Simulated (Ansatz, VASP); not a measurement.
# AgBr in VASP and in Ansatz

```
Ag Br
1.0
     0.00000    2.79207    2.79207
     2.79207    0.00000    2.79207
     2.79207    2.79207    0.00000
Ag Br
1 1
Direct
  0.00000 0.00000 0.00000
  0.50000 0.50000 0.50000
```

Alike in both runs: functional LDA; k mesh 8 × 8 × 8; occupations gaussian, width 0.02 eV; no spin polarisation.

Ansatz relaxed the structure, and its values are those at the end. VASP's run is a single point on that final structure, the one shown.

|  | VASP | Ansatz |
| --- | --- | --- |
| version | VASP 6.6.1 | Ansatz 0.2.0 |
| potentials or method | VASP PAW LDA potentials, release 64 (Ag, Br) | scalar-relativistic, plane waves, PAW |
| plane-wave cutoff (eV) | 520 | 420 |
| valence electrons in the cell | 18 | 26 |

Ansatz gave:

```
gap on the k mesh at the Fermi level (eV) : 0.38
least direct gap on the mesh (eV)         : 2.62
pressure (GPa)                            : 0.0
```

Task: What did VASP give for the same quantities?

Result: gap on the k mesh at the Fermi level (eV): 0.42; least direct gap on the mesh (eV): 2.66; pressure (GPa): 0.1.

The two sets of potentials don't hold the same shells in valence.

A k mesh can miss the band edges.
